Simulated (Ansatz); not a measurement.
TaS2:

```
Ta S
1.0
     3.35000    0.00000    0.00000
    -1.67500    2.90119    0.00000
     0.00000    0.00000    5.86000
Ta S
1 2
Direct
  0.00000 0.00000 0.00000
  0.66667 0.33333 0.75000
  0.33333 0.66667 0.25000
```

- Program: Ansatz 0.2.0
- Task: relaxation of cell and atoms
- Functional: revPBE
- Potentials or basis: Ansatz PAW
- Cutoff: 420 eV (not typed: the program's choice for these potentials)
- k mesh: 9 × 9 × 5
- Occupations: fermi-dirac, width 0.05 eV
- Spin: no spin polarisation

At the start: volume 18.98 Å³/atom.

How do energy, volume and symmetry change on relaxing?

It ends after 20 steps and the volume is 28.01 Å³/atom (+47.5 %); space group P-3m1 (No. 164, to 0.05 Å).

Step by step:
| step | energy change (eV) | largest force (eV/Å) | volume (Å³) |
| --- | --- | --- | --- |
| 1 | 0.0000 | 1.2924 | 56.95 |
| 2 | -0.1655 | 0.4865 | 61.78 |
| 3 | -0.2068 | 0.1737 | 65.79 |
| 4 | -0.2294 | 0.1729 | 66.88 |
| 5 | -0.2401 | 0.0625 | 68.92 |
| 6 | -0.2431 | 0.0517 | 70.96 |
| 7 | -0.2434 | 0.0028 | 71.40 |
| 8 | -0.2558 | 0.0068 | 71.40 |
| 9 | -0.2596 | 0.0053 | 73.06 |
| 10 | -0.2630 | 0.0533 | 75.96 |
| 11 | -0.2639 | 0.0010 | 77.25 |
| 12 | -0.2640 | 0.0467 | 79.71 |
| 13 | -0.2641 | 0.0005 | 79.85 |
| 14 | -0.2641 | 0.0004 | 80.17 |
| 15 | -0.2670 | 0.0003 | 80.17 |
| 16 | -0.2672 | 0.0132 | 81.96 |
| 17 | -0.2672 | 0.0148 | 83.32 |
| 18 | -0.2671 | 0.0004 | 83.77 |
| 19 | -0.2671 | 0.0009 | 84.03 |
| 20 | -0.2678 | 0.0008 | 84.03 |

Final structure:
```xyz
3
Lattice="3.4007 0.0000 0.0000 -1.7004 2.9451 0.0000 0.0000 0.0000 8.3903" Properties=species:S:1:pos:R:3 pbc="T T T"
Ta    0.0000    0.0000    0.0000
S     1.7004    0.9817    6.8567
S     0.0000    1.9634    1.5336
```

Caveat: the volume moved by over 15 % at a fixed basis, so the end points are rough; the plane-wave basis is chosen anew once the cell has moved, so the energies of steps on either side of that aren't comparable; this functional lacks dispersion, which binds the layers, so the pressure and a relaxed spacing across them are unreliable, and here the layers came unbound; the volume moved by +48 % from the deposited cell, more than functionals usually miss; the PAW data sets come from PBE, with cores solved anew for the run's functional, which leaves a small shift of forces and pressure.
